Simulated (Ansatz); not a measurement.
# NbN: the cost of one run

Method: DFT LDA, scalar-relativistic, plane waves, PAW, in Ansatz 0.2.0.

5 further runs of the same task are left out: 1 that didn't finish, 4 set aside as unsound or not needed.

### Step 1. The starting structure

It takes space group Fm-3m (No. 225, cubic). Conventional cell: a = 4.357 Å, b = 4.357 Å, c = 4.357 Å, α = 90.00°, β = 90.00°, γ = 90.00°. Nb (site symmetry m-3m) is surrounded by 6 N at 2.18 Å. N (site symmetry m-3m) is surrounded by 6 Nb at 2.18 Å.

Structure file:

```
CELL_PARAMETERS angstrom
0.00000 2.17855 2.17855
2.17855 0.00000 2.17855
2.17855 2.17855 0.00000
ATOMIC_POSITIONS crystal
Nb 0.50000 0.50000 0.50000
N 0.00000 0.00000 0.00000
```

It is the result of an earlier relaxation at this level (volume 10.34 Å³/atom; gap on the mesh: none (metal)).

### Step 2. The cell at 0.98 of its volume

input.yaml reads:

```yaml
crystal:
  lattice:
    - [0.0, 2.1639253146, 2.1639253146]
    - [2.1639253146, 0.0, 2.1639253146]
    - [2.1639253146, 2.1639253146, 0.0]
  atoms:
    - { symbol: Nb, position: [0.5, 0.5, 0.5] }
    - { symbol: "N", position: [0.0, 0.0, 0.0] }
basis:
  ecutwfc: 420
kpoints:
  mp_grid: { grid: [16, 16, 16] }
hamiltonian:
  xc: lda
scf:
  occupations: { method: fermi_dirac, width: 0.15 }
output:
  forces: true
  stress: true
  eigenvalues: true
```

On the command line:

```sh
ansatz run input.yaml --threads 1 --pin off --max-ram 3072MiB --backend cpu --events-out ev --progress --plain --runs-dir out
```

Q: Estimate wall time and peak memory on 1 thread of Intel Xeon 6975P-C (Granite Rapids), shared host.

About 1.6 s, with a peak of 0.38 GiB.
